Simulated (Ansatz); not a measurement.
PbF2 (Fluorocronite), 3 atoms in the cell. It takes space group Fm-3m (No. 225, cubic). The conventional cell has a = 5.927 Å, b = 5.927 Å, c = 5.927 Å, α = 90.00°, β = 90.00°, γ = 90.00°. Pb (site symmetry m-3m) has 8 F at 2.57 Å as nearest neighbours. F (site symmetry -43m) has 4 Pb at 2.57 Å as nearest neighbours. 

| Item | Value |
| --- | --- |
| Program | Ansatz 0.2.0 |
| Task | band structure |
| Functional | r2SCANh |
| Potentials or basis | Ansatz PAW |
| Cutoff | 500 eV (not typed: the program's choice for these potentials) |
| k mesh | 4 × 4 × 4 |
| Occupations | fermi-dirac, width 0.05 eV |
| Spin | no spin polarisation |
| Path | [["G", "X", "W", "K", "G", "L", "U", "W", "L", "K"], ["U", "X"]] |
| Points for each segment of the path | 4 |

Potentials or basis: Ansatz PAW.

Command:

```console
$ ansatz run input.yaml --threads 2 --pin off --max-ram 5632MiB --backend cpu --events-out ev --progress --plain --runs-dir out
```

Hardware: 2 threads of Intel(R) Xeon(R) Platinum 8259CL CPU @ 2.50GHz (Skylake/Cascade Lake), with other jobs on the host.

Task: How long does it take, and how much memory?

Result: Run time: 2.6 min on 2 threads of Intel(R) Xeon(R) Platinum 8259CL CPU @ 2.50GHz (Skylake/Cascade Lake), on a shared host, peak memory 0.94 GiB. Counts: scf iterations 10, plane waves 1363, k points 8, bands 21.
